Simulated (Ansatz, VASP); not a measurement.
## Two plane-wave programs on GaP

File INCAR:

```
PREC     = Accurate       # precision mode
ENCUT    = 520            # plane-wave cutoff, eV
EDIFF    = 1E-6           # SCF threshold, eV
ISMEAR   = 0              # smearing method
SIGMA    = 0.05           # smearing width, eV
LREAL    = F              # projectors in reciprocal space
LASPH    = T              # aspherical terms in the spheres
NELM     = 60             # most SCF steps
ALGO     = Normal         # electronic algorithm
ISIF     = 2              # what is computed and relaxed
LWAVE    = F              # write WAVECAR
LCHARG   = T              # write CHGCAR
GGA      = PE             # functional
LELF     = T              # ELF
LVHAR    = T            
NBANDS   = 16             # bands
```

KPOINTS

```
regular mesh
0
Gamma
  12 12 12
```

Contents of POSCAR:

```
GaP
1.0
    0.0000000000      2.7252500000      2.7252500000
    2.7252500000      0.0000000000      2.7252500000
    2.7252500000      2.7252500000      0.0000000000
Ga P
1 1
Direct
    0.0000000000      0.0000000000      0.0000000000
    0.7500000000      0.7500000000      0.7500000000
```

Input for Ansatz:

```yaml
crystal:
  lattice:
    - [0.0, 2.72525, 2.72525]
    - [2.72525, 0.0, 2.72525]
    - [2.72525, 2.72525, 0.0]
  atoms:
    - { symbol: Ga, position: [0.0, 0.0, 0.0] }
    - { symbol: P, position: [0.75, 0.75, 0.75] }
basis:
  ecutwfc: 420
kpoints:
  mp_grid: { grid: [12, 12, 12] }
hamiltonian:
  xc: pbe
scf:
  occupations: { method: gaussian, width: 0.05 }
output:
  forces: true
  eigenvalues: true
  eigenstates:
    nscf_kmesh: { grid: [34, 34, 34] }
    top_band: c6
    de_dk: true
    localisation: true
  stress: true
checkpoint:
  write: ck
  compress: false
  write_wavefunctions: false
  write_every: 100000
```

Alike in both runs: task single point; functional PBE; k mesh 12 × 12 × 12; occupations gaussian, width 0.05 eV; no spin polarisation.

|  | VASP | Ansatz |
| --- | --- | --- |
| version | VASP 6.6.1 | Ansatz 0.2.0 |
| potentials or method | VASP PAW PBE potentials, release 64 (Ga_d, P) | scalar-relativistic, plane waves, PAW |
| plane-wave cutoff (eV) | 520 | 420 |
| valence electrons in the cell | 18 | 18 |

|  | VASP | Ansatz | Ansatz less VASP |
| --- | --- | --- | --- |
| gap on the k mesh at the Fermi level (eV) | 1.59 | 1.59 | 0.000 |
| pressure (GPa) | 2.4 | 2.5 | +0.08 |

With one functional, cell and mesh, what is left measures potentials, basis and numerics.

A k mesh can miss the band edges.
